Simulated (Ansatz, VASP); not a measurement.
# NaH: VASP beside Ansatz

The input INCAR:

```
ALGO = Normal ; EDIFF = 1E-7
ENCUT = 520 ; GGA = PE
ISIF = 2 ; ISMEAR = -1
LASPH = True ; LCHARG = False
LREAL = False ; LWAVE = False
NBANDS = 11 ; NELM = 80
PREC = Accurate ; SIGMA = 0.02
```

File KPOINTS:

```
k-points
0
Gamma
  10 10 10
```

Contents of POSCAR:

```
NaH
1.0
    0.0000000000      2.3704203984      2.3704203984
    2.3704203984      0.0000000000      2.3704203984
    2.3704203984      2.3704203984      0.0000000000
Na H
1 1
Direct
    0.0000000000      0.0000000000      0.0000000000
    0.5000000000      0.5000000000      0.5000000000
```

Input for Ansatz:

```yaml
crystal:
  lattice:
    - [0.0, 2.3704203984, 2.3704203984]
    - [2.3704203984, 0.0, 2.3704203984]
    - [2.3704203984, 2.3704203984, 0.0]
  atoms:
    - { symbol: Na, position: [0.0, 0.0, 0.0] }
    - { symbol: H, position: [0.5, 0.5, 0.5] }
kpoints:
  mp_grid: { grid: [10, 10, 10] }
  band_path:
    path:
      - [0.0, 0.0, 0.0]
      - [0.5, 0.0, 0.5]
      - [0.625, 0.25, 0.625]
      - [0.375, 0.375, 0.75]
      - [0.5, 0.5, 0.5]
      - [0.5, 0.25, 0.75]
    npoints: 1
hamiltonian:
  xc: pbe
scf:
  occupations: { method: fermi_dirac, width: 0.02 }
  n_extra_bands: 4
output:
  forces: true
  stress: true
  eigenvalues: true
```

Change from the starting cell: hydrostatic strain -1.1%.

Alike in both runs: task single point; functional PBE; k mesh 10 × 10 × 10; occupations fermi-dirac, width 0.02 eV; no spin polarisation.

```csv
,VASP,Ansatz
version,VASP 6.6.1,Ansatz 0.2.0
potentials or method,"VASP PAW PBE potentials, release 64 (Na_pv, H)","plane waves, PAW"
plane-wave cutoff (eV),520,420
valence electrons in the cell,8,10
```

|  | VASP | Ansatz | Ansatz less VASP |
| --- | --- | --- | --- |
| gap on the k mesh at the Fermi level (eV) | 3.88 | 3.88 | +0.002 |
| pressure (GPa) | 1.4 | 1.5 | +0.03 |

The two sets of potentials don't hold the same shells in valence.

A k mesh can miss the band edges.
